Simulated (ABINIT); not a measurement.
InP: single point with r2SCAN

The system is InP.

```
CELL_PARAMETERS angstrom
0.00000 2.93050 2.93050
2.93050 0.00000 2.93050
2.93050 2.93050 0.00000
ATOMIC_POSITIONS crystal
In 0.00000 0.00000 0.00000
P 0.75000 0.75000 0.75000
```

```
Program             : ABINIT 10.8.3 (patched build)
Task                : single point
Functional          : r2SCAN
Potentials or basis : SG15 NC PBE v1.2
Cutoff              : 1143 eV
k mesh              : 8 × 8 × 8
Occupations         : fermi-dirac, width 0.05 eV
Spin                : no spin polarisation
```

```
Pressure                                              : 0.3 GPa
Band gap on the k mesh                                : 0.76 eV, direct
Valence electrons inside the program's atomic spheres : In 9.89; P 2.75
```

Levels at points of the mesh, in eV from the valence-band top:
| k point | band 7 | band 8 | band 9 | band 10 | band 11 | band 12 |
| --- | --- | --- | --- | --- | --- | --- |
| (0.00, 0.00, 0.00) | 0.00 | 0.00 | 0.00 | 0.76 | 4.29 | 4.29 |
| (0.50, 0.00, 0.00) | -6.06 | -1.05 | -1.05 | 1.58 | 5.13 | 5.13 |
| (0.50, 0.50, 0.00) | -6.12 | -2.47 | -2.47 | 2.03 | 2.41 | 9.78 |

Wall time 51 s on 4 MPI ranks on Arm Neoverse V2, on a shared host, peak memory 0.4 GiB a rank.

Caveat: the potentials were made for another functional, which shifts forces and pressure; spin-orbit coupling is left out, which moves the levels of the heavy elements. r2SCAN opens gaps a little over a GGA but as a rule still falls short of measured ones.
